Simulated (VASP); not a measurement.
# GaN (Fm-3m) in VASP: a series of runs, part 2 of 2

VASP 6.6.1.

### Step 3. Relaxation of cell and atoms, PBE+D3(BJ)

The input, INCAR:

```
ALGO = Normal
EDIFF = 1E-7
EDIFFG = -0.005
ENCUT = 600
GGA = PE
IBRION = 2
ISIF = 3
ISMEAR = 0
IVDW = 12
LASPH = True
LCHARG = False
LREAL = False
LWAVE = False
NELM = 60
NSW = 90
PREC = Accurate
SIGMA = 0.02
```

The input, KPOINTS:

```
k-points
0
Gamma
  14 14 14
```

The input, POSCAR:

```
GaN
1.0
    0.0000000000      2.1352350000      2.1352350000
    2.1352350000      0.0000000000      2.1352350000
    2.1352350000      2.1352350000      0.0000000000
Ga N
1 1
Direct
    0.0000000000      0.0000000000      0.0000000000
    0.5000000000      0.5000000000      0.5000000000
```

Potentials or basis: VASP PAW PBE potentials, release 64 (Ga_d, N).

Started as:

```bash
$ cat potpaw_PBE.64/Ga_d/POTCAR potpaw_PBE.64/N/POTCAR > POTCAR
$ mpirun -np 1 vasp_std > vasp.out
```

OUTCAR:

```text
EDIFF = 1E-7
   EDIFFG = -0.005
   ENCUT = 600
   GGA = PE
   IBRION = 2
   ISIF = 3
   ISMEAR = 0
   IVDW = 12
   LASPH = True
   LREAL = False
   NELM = 60
   NSW = 90
   PREC = Accurate
 IVDW          = 12

 ion  position               nearest neighbor table
   1  0.000  0.000  0.000-   2 2.14   2 2.14   2 2.14   2 2.14   2 2.14   2 2.14
   2  0.500  0.500  0.500-   1 2.14   1 2.14   1 2.14   1 2.14   1 2.14   1 2.14

  LATTYP: Found a face centered cubic cell.
 ALAT       =     4.2704700000

  Lattice vectors:

 A1 = (   0.0000000000,   2.1352350000,   2.1352350000)
 A2 = (   2.1352350000,   0.0000000000,   2.1352350000)
 A3 = (   2.1352350000,   2.1352350000,   0.0000000000)

Analysis of symmetry for initial positions (statically):
=====================================================================
 Subroutine PRICEL returns:
 Original cell was already a primitive cell.

 Routine SETGRP: Setting up the symmetry group for a
 face centered cubic supercell.

 Subroutine GETGRP returns: Found 48 space group operations
 (whereof 48 operations were pure point group operations)
 out of a pool of 48 trial point group operations.

The static configuration has the point symmetry O_h .

Analysis of symmetry for dynamics (positions and initial velocities):
=====================================================================
 Subroutine PRICEL returns:
 Original cell was already a primitive cell.

 Routine SETGRP: Setting up the symmetry group for a
 face centered cubic supercell.

 Subroutine GETGRP returns: Found 48 space group operations
 (whereof 48 operations were pure point group operations)
 out of a pool of 48 trial point group operations.

The dynamic configuration has the point symmetry O_h .

 Subroutine INISYM returns: Found 48 space group operations
 (whereof 48 operations are pure point group operations),
 and found     1 'primitive' translations

----------------------------------------------------------------------------------------

                                     Primitive cell

  volume of cell :      19.4700

[... 106 lines left out ...]
   IMIX   =      4    mixing-type and parameters
     AMIX     =   0.40;   BMIX     =  1.00
     AMIX_MAG =   1.60;   BMIX_MAG =  1.00
  volume/ion in A,a.u.               =       9.74        65.70
  Fermi-wavevector in a.u.,A,eV,Ry     =   1.594814  3.013761 34.605481  2.543431
  Thomas-Fermi vector in A             =   2.692830
   LORBIT       =      0    0 simple, 1 ext, 2 COOP (PROOUT), +10 PAW based schemes
   GGA     = PE    functional components
   LHFCALC =     F    Hartree Fock is set to
   AEXX    =    0.0000 exact exchange contribution
   IVDW    =    12    specifies the selected vdW correction
   LEPSILON=     F    determine dielectric tensor
   LRPA    =     F    only Hartree local field effects (RPA)
 conjugate gradient relaxation of ions
 non-spin polarized calculation
 Gauss-broadening in eV      SIGMA  =   0.02
  energy-cutoff  :      600.00
  volume of cell :       19.47
 maximum number of plane-waves:       663
   NGX = 13   NGY = 13   NGZ = 13

--------------------------------------- Ionic step        1  -------------------------------------------

 number of electron      18.0000005 magnetization

 Free energy of the ion-electron system (eV)
  ---------------------------------------------------
  ext. energy  EPLUGINS =         0.00000000
  ---------------------------------------------------
  free energy    TOTEN  =       -11.20851917 eV

  energy without entropy =      -11.20851917  energy(sigma->0) =      -11.20851917

------------------------ aborting loop because EDIFF is reached ----------------------------------------

 Edisp (eV)   -0.59560

 E8    (eV) :    -0.2406
[... 71 lines left out ...]
--------------------------------------- Ionic step        3  -------------------------------------------

 number of electron      18.0000009 magnetization

 Free energy of the ion-electron system (eV)
  ---------------------------------------------------
  ext. energy  EPLUGINS =         0.00000000
  ---------------------------------------------------
  free energy    TOTEN  =       -11.20097231 eV

  energy without entropy =      -11.20097231  energy(sigma->0) =      -11.20097231

 E-fermi :   7.9438     XC(G=0): -13.0345

 val. band max:        7.8012958322   @ k =  -0.2143   0.1429   0.0000
 cond. band min:       8.3408872808   @ k =   0.5000   0.5000   0.0000
 fundamental gap:      0.5395914486
 Fermi energy:         7.9438427918

 k-point     1 :       0.0000    0.0000    0.0000
  band No.  band energies     occupation
      1      -9.4250      2.00000
      2      -6.1930      2.00000
      3      -6.1930      2.00000
      4      -6.1930      2.00000
      5      -6.1006      2.00000
      6      -6.1006      2.00000
      7       7.2962      2.00000
      8       7.2962      2.00000
      9       7.2962      2.00000
     10       9.9450      0.00000
     11      22.4761      0.00000
     12      22.4761      0.00000
     13      22.4761      0.00000
[... 354 lines left out ...]
  band No.  band energies     occupation
      1      -8.1819      2.00000
      2      -6.2566      2.00000
      3      -6.2033      2.00000
      4      -6.1655      2.00000
      5      -6.0286      2.00000
      6      -6.0271      2.00000
      7       3.3709      2.00000
      8       6.5349      2.00000
      9       6.7938      2.00000
     10      13.1679      0.00000
     11      16.3866      0.00000
     12      17.9435      0.00000
     13      20.1208      0.00000

 [... further k-points ...]

------------------------ aborting loop because EDIFF is reached ----------------------------------------

 Edisp (eV)   -0.61003

 E8    (eV) :    -0.2465
[... 25 lines left out ...]
  FREE ENERGIE OF THE ION-ELECTRON SYSTEM (eV)
  ---------------------------------------------------
  free  energy   TOTEN  =       -11.8109980229 eV

  energy  without entropy=      -11.8109980229  energy(sigma->0) =      -11.81099802

 reached required accuracy - stopping structural energy minimisation
```

OSZICAR:

```text
N       E                     dE             d eps       ncg     rms          rms(c)
DAV:   1     0.835666930298E+02    0.83567E+02   -0.10592E+04  2994   0.283E+03
DAV:   2    -0.664263790794E+01   -0.90209E+02   -0.84197E+02  3017   0.369E+02
DAV:   3    -0.129063762352E+02   -0.62637E+01   -0.62089E+01  3099   0.875E+01
[... 25 lines left out ...]
DAV:   4    -0.112009903133E+02    0.10623E-02   -0.27233E-03  3721   0.840E-01    0.321E-02
DAV:   5    -0.112009733061E+02    0.17007E-04   -0.97737E-05  3149   0.168E-01    0.127E-02
DAV:   6    -0.112009727929E+02    0.51319E-06   -0.39751E-06  3429   0.262E-02    0.898E-03
DAV:   7    -0.112009723466E+02    0.44631E-06   -0.80342E-07  2844   0.155E-02    0.410E-04
DAV:   8    -0.112009723060E+02    0.40615E-07   -0.78573E-08  1417   0.885E-03
   3 F= -.11810998E+02 E0= -.11810998E+02  d E =-.688133E-02
```

Run time: 21 s. Hardware: 1 thread of Intel Xeon 6975P-C (Granite Rapids), shared host; peak memory 0.18 GiB.

Results:

| Item | Value |
| --- | --- |
| Free energy | -11.8110 eV |
| Relaxed volume | 9.51 Å³/atom |
| Relaxed cell | a = 2.997 Å, b = 2.997 Å, c = 2.997 Å, α = 60.00°, β = 60.00°, γ = 60.00° |
| Space group after relaxing (to 0.05 Å) | Fm-3m (No. 225) |
| Energy gained by relaxing | 3.4 meV/atom |
| Ionic steps | 3 |
| Pressure after relaxing | 0.0 GPa |
| Band gap on the k mesh | 0.54 eV, indirect (least direct gap 2.65 eV) |
| Dispersion energy per atom | -0.305 eV |

Step by step:
| step | energy change (eV) | largest force (eV/Å) | pressure (GPa) | volume (Å³) |
| --- | --- | --- | --- | --- |
| 1 | 0.0000 | 0.0000 | -4.87 | 19.47 |
| 2 | -0.0015 | 0.0000 | 4.67 | 18.65 |
| 3 | -0.0069 | 0.0000 | 0.00 | 19.03 |

Final structure:
```xyz
2
Lattice="0.0000 2.1189 2.1189 2.1189 0.0000 2.1189 2.1189 2.1189 0.0000" Properties=species:S:1:pos:R:3 pbc="T T T"
Ga    0.0000    0.0000    0.0000
N     2.1189    2.1189    2.1189
```

### Step 4. Relaxation of cell and atoms, PBEsol

Edit INCAR of step 3 so:

```diff
@@ -3,4 +3,4 @@
 EDIFFG = -0.005
-ENCUT = 600
-GGA = PE
+ENCUT = 300
+GGA = PS
 IBRION = 2
@@ -8,3 +8,2 @@
 ISMEAR = 0
-IVDW = 12
 LASPH = True
```

KPOINTS is that of step 3.

POSCAR is that of step 3.

Potentials or basis: VASP PAW PBE potentials, release 64 (Ga_d, N).

Started as:

```bash
$ cat potpaw_PBE.64/Ga_d/POTCAR potpaw_PBE.64/N/POTCAR > POTCAR
$ mpirun -np 1 vasp_std > vasp.out
```

OUTCAR:

```text
EDIFF = 1E-7
   EDIFFG = -0.005
   ENCUT = 300
   GGA = PS
   IBRION = 2
   ISIF = 3
   ISMEAR = 0
   LASPH = True
   LREAL = False
   NELM = 60
   NSW = 90
   PREC = Accurate

 ion  position               nearest neighbor table
   1  0.000  0.000  0.000-   2 2.14   2 2.14   2 2.14   2 2.14   2 2.14   2 2.14
   2  0.500  0.500  0.500-   1 2.14   1 2.14   1 2.14   1 2.14   1 2.14   1 2.14

  LATTYP: Found a face centered cubic cell.
 ALAT       =     4.2704700000

  Lattice vectors:

 A1 = (   0.0000000000,   2.1352350000,   2.1352350000)
 A2 = (   2.1352350000,   0.0000000000,   2.1352350000)
 A3 = (   2.1352350000,   2.1352350000,   0.0000000000)

Analysis of symmetry for initial positions (statically):
=====================================================================
 Subroutine PRICEL returns:
 Original cell was already a primitive cell.

 Routine SETGRP: Setting up the symmetry group for a
 face centered cubic supercell.

[... 227 lines left out ...]
     12      27.1086      0.00000
     13      27.1086      0.00000
[... 547 lines left out ...]
--------------------------------------- Ionic step        7  -------------------------------------------

 number of electron      17.9999984 magnetization

 Free energy of the ion-electron system (eV)
  ---------------------------------------------------
  ext. energy  EPLUGINS =         0.00000000
  ---------------------------------------------------
  free energy    TOTEN  =       -12.43054610 eV

  energy without entropy =      -12.43054610  energy(sigma->0) =      -12.43054610

 E-fermi :   8.8517     XC(G=0): -13.6852

 val. band max:        8.7182701858   @ k =  -0.2143   0.1429   0.0000
 cond. band min:       9.6151938870   @ k =   0.5000   0.5000   0.0000
 fundamental gap:      0.8969237012
 Fermi energy:         8.8516947807

 k-point     1 :       0.0000    0.0000    0.0000
  band No.  band energies     occupation
      1      -9.4187      2.00000
      2      -5.2183      2.00000
      3      -5.2183      2.00000
      4      -5.2183      2.00000
      5      -5.1034      2.00000
      6      -5.1034      2.00000
      7       8.0363      2.00000
      8       8.0363      2.00000
      9       8.0363      2.00000
     10      11.6461      0.00000
     11      23.6835      0.00000
     12      23.6835      0.00000
     13      23.6835      0.00000
[... 397 lines left out ...]
  FREE ENERGIE OF THE ION-ELECTRON SYSTEM (eV)
  ---------------------------------------------------
  free  energy   TOTEN  =       -12.4305460974 eV

  energy  without entropy=      -12.4305460974  energy(sigma->0) =      -12.43054610

 reached required accuracy - stopping structural energy minimisation
```

OSZICAR:

```text
N       E                     dE             d eps       ncg     rms          rms(c)
DAV:   1     0.595121306557E+02    0.59512E+02   -0.72740E+03  2935   0.193E+03
DAV:   2    -0.100402907986E+02   -0.69552E+02   -0.65920E+02  3074   0.272E+02
DAV:   3    -0.136069821347E+02   -0.35667E+01   -0.35528E+01  3069   0.613E+01
[... 65 lines left out ...]
DAV:   2    -0.124306976435E+02    0.47821E-03   -0.73001E-04  3249   0.996E-01    0.735E-02
DAV:   3    -0.124305577755E+02    0.13987E-03   -0.18459E-04  3187   0.511E-01    0.139E-02
DAV:   4    -0.124305513077E+02    0.64679E-05   -0.14685E-05  2801   0.470E-02    0.872E-03
DAV:   5    -0.124305461529E+02    0.51548E-05   -0.46853E-06  3558   0.310E-02    0.146E-03
DAV:   6    -0.124305460974E+02    0.55520E-07   -0.12820E-07  1842   0.618E-03
   7 F= -.12430546E+02 E0= -.12430546E+02  d E =-.362947E-04
```

It took 28 s on 1 thread of Intel Xeon 6975P-C (Granite Rapids), shared host; peak memory 0.13 GiB.

The run converged, but a check on its numbers failed (symmetry, net force, bounds or a known fault of this set-up), so they aren't taken as properties of the crystal.

Caveat: the cutoff lies under the usual one of these potentials, so the numbers hold a large basis-set error; the PAW data sets were made with another functional, which shifts forces and pressure a little.

### Step 5. Relaxation of cell and atoms, PBEsol

Edit INCAR of step 4 so:

```diff
@@ -3,3 +3,3 @@
 EDIFFG = -0.005
-ENCUT = 300
+ENCUT = 600
 GGA = PS
```

The input, KPOINTS:

```
k-points
0
Gamma
  6 6 6
```

POSCAR is that of step 4.

Started as:

```bash
$ cat potpaw_PBE.64/Ga_d/POTCAR potpaw_PBE.64/N/POTCAR > POTCAR
$ mpirun -np 1 vasp_std > vasp.out
```

Wall time 6.2 s (1 thread of Intel Xeon 6975P-C (Granite Rapids), shared host); peak memory 0.14 GiB.

It converged, with:

```
Free energy                            : -12.2494 eV
Relaxed volume                         : 9.40 Å³/atom
Relaxed cell                           : a = 2.984 Å, b = 2.984 Å, c = 2.984 Å, α = 60.00°, β = 60.00°, γ = 60.00°
Space group after relaxing (to 0.05 Å) : Fm-3m (No. 225)
Energy gained by relaxing              : 8.4 meV/atom
Ionic steps                            : 3
Pressure after relaxing                : 0.0 GPa
Band gap on the k mesh                 : 0.52 eV, indirect (least direct gap 2.80 eV)
```

The path:
```tsv
step	energy change (eV)	largest force (eV/Å)	pressure (GPa)	volume (Å³)
1	0.0000	0.0000	-7.64	19.47
2	-0.0019	0.0000	8.13	18.19
3	-0.0167	0.0000	-0.04	18.79
```

Final structure:
```yaml
crystal:
  lattice:
    - [0.00000, 2.11026, 2.11026]
    - [2.11026, 0.00000, 2.11026]
    - [2.11026, 2.11026, 0.00000]
  atoms:
    - { symbol: Ga, position: [0.00000, 0.00000, 0.00000] }
    - { symbol: N, position: [0.50000, 0.50000, 0.50000] }
```

Levels at points of the mesh, in eV from the valence-band top:
```
           k point  band 7  band 8  band 9  band 10  band 11  band 12
(0.00, 0.00, 0.00)   -0.53   -0.53   -0.53     2.27    14.61    14.61
(0.50, 0.00, 0.00)   -8.36   -0.18   -0.18     4.60     8.98     8.98
(0.50, 0.50, 0.00)   -7.25   -3.11   -3.11     0.52     7.67    11.89
```

Caveat: the k mesh is coarse (spacing up to 0.42 Å⁻¹), so the values aren't converged; the PAW data sets were made with another functional, which shifts forces and pressure a little. A k mesh can miss the band edges.

### Step 6. Overview

| level | k mesh | mesh quality | gap on the mesh (eV) | pressure (GPa) | relaxed volume (Å³/atom) |
| --- | --- | --- | --- | --- | --- |
| PBE | 14 × 14 × 14 | not flagged | 0.39 | 0.0 | 9.75 |
| PBE+D3(BJ) | 14 × 14 × 14 | not flagged | 0.54 | 0.0 | 9.51 |
| PBEsol | 6 × 6 × 6 | coarse | 0.52 | 0.0 | 9.40 |

Alike in all rows: task relaxation of cell and atoms; potentials or basis VASP PAW PBE potentials, release 64 (Ga_d, N); no spin polarisation; cell relaxed; cutoff (eV) 600; smearing gaussian 0.02 eV.

Caveats: some runs use coarse meshes; the PAW data sets were made with another functional, which shifts forces and pressure a little (some runs).

Total energies depend on the potentials used, so only differences within one code and one set of settings carry meaning.
